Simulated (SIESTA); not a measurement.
Crystal: In.

```xyz
2
Lattice="3.3355 0.0000 0.0000 -1.6677 2.8886 0.0000 0.0000 0.0000 5.5091" Properties=species:S:1:pos:R:3 pbc="T T T"
In    1.6677    0.9629    4.1319
In    0.0000    1.9257    1.3773
```

This isn't the form of In at room conditions, which is tetragonal.

| Item | Value |
| --- | --- |
| Program | SIESTA 5.4.2 |
| Task | relaxation of cell and atoms |
| Functional | PBE |
| Potentials or basis | PseudoDojo 0.4 standard (PBE files) |
| Basis | DZP (energy shift 0.003 Ry; two zetas on semicore shells) |
| Grid cutoff | 500 Ry |
| Energy shift | 0.003 Ry |
| k mesh | 9 × 9 × 5 |
| Occupations | fermi-dirac, width 0.05 eV |
| Spin | no spin polarisation |

At the start: pressure 1.8 GPa; volume 26.54 Å³/atom.

**Question.** Where does the relaxation end?

**Answer.** Over 15 steps the energy falls by 21.1 meV/atom and the volume is 27.87 Å³/atom (+5.0 %); space group P6_3/mmc (No. 194, to 0.05 Å).

The path:
```tsv
step	energy change (eV)	largest force (eV/Å)	pressure (GPa)	volume (Å³)
1	0.0000	0.0000	1.83	53.08
2	-0.0033	0.0000	1.56	53.43
3	-0.0116	0.0000	0.08	55.60
4	-0.0117	0.0001	-0.01	55.79
5	-0.0132	0.0003	-0.51	56.67
6	-0.0165	0.0002	-0.67	56.97
7	0.0165	0.0002	-2.29	60.64
8	-0.0241	0.0004	-1.11	57.58
9	-0.0259	0.0002	-1.24	57.75
10	-0.0279	0.0004	-1.27	57.78
11	-0.0346	0.0003	-1.15	57.56
12	-0.0387	0.0002	-0.80	57.02
13	-0.0424	0.0006	-0.15	55.98
14	-0.0423	0.0006	0.03	55.70
15	-0.0423	0.0005	0.00	55.74
```

Final structure:
```cif
data_structure
_symmetry_space_group_name_H-M 'P 1'
_symmetry_Int_Tables_number 1
_cell_length_a 3.3020
_cell_length_b 3.3020
_cell_length_c 5.9084
_cell_angle_alpha 90.000
_cell_angle_beta 90.000
_cell_angle_gamma 120.090
_cell_volume 55.74
loop_
_atom_site_label
_atom_site_type_symbol
_atom_site_fract_x
_atom_site_fract_y
_atom_site_fract_z
_atom_site_occupancy
In1 In 0.66654 0.33346 0.75000 1
In2 In 0.33346 0.66654 0.25000 1
```

Caveat: the basis of atomic orbitals isn't converged, which shifts pressures, moduli and gaps.
